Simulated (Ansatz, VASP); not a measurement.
## CdIn2O4: VASP beside Ansatz

```
Cd In O
1.0
     0.00000    4.65948    4.65948
     4.65948    0.00000    4.65948
     4.65948    4.65948    0.00000
Cd In O
2 4 8
Direct
  0.25000 0.25000 0.25000
  0.00000 0.00000 0.00000
  0.12500 0.62500 0.62500
  0.62500 0.62500 0.62500
  0.62500 0.12500 0.62500
  0.62500 0.62500 0.12500
  0.86199 0.86199 0.86199
  0.83596 0.38801 0.38801
  0.38801 0.38801 0.83596
  0.38801 0.83596 0.38801
  0.86199 0.86199 0.41404
  0.86199 0.41404 0.86199
  0.38801 0.38801 0.38801
  0.41404 0.86199 0.86199
```

Alike in both runs: functional PBE; k mesh 4 × 4 × 4; occupations gaussian, width 0.1 eV; no spin polarisation.

Ansatz relaxed the structure, and its values are those at the end. VASP's run is a single point on that final structure, the one shown.

|  | VASP | Ansatz |
| --- | --- | --- |
| version | VASP 6.6.1 | Ansatz 0.2.0 |
| potentials or method | VASP PAW PBE potentials, release 64 (Cd, In_d, O) | scalar-relativistic, plane waves, PAW |
| plane-wave cutoff (eV) | 520 | 420 |
| valence electrons in the cell | 124 | 140 |

```csv
,VASP,Ansatz,Ansatz less VASP
gap on the k mesh at the Fermi level (eV),0.91,0.91,+0.007
least direct gap on the mesh (eV),0.97,0.98,+0.005
pressure (GPa),0.5,-0.1,-0.60
rms of the force components (eV/Å),0.018,0.004,-0.0137
```

With one functional, cell and mesh, what is left measures potentials, basis and numerics. The two sets of potentials don't hold the same shells in valence.

Caveats: spin-orbit coupling is left out, which moves the levels of the heavy elements. A k mesh can miss the band edges. As with any semilocal functional, this PBE gap is likely too small.
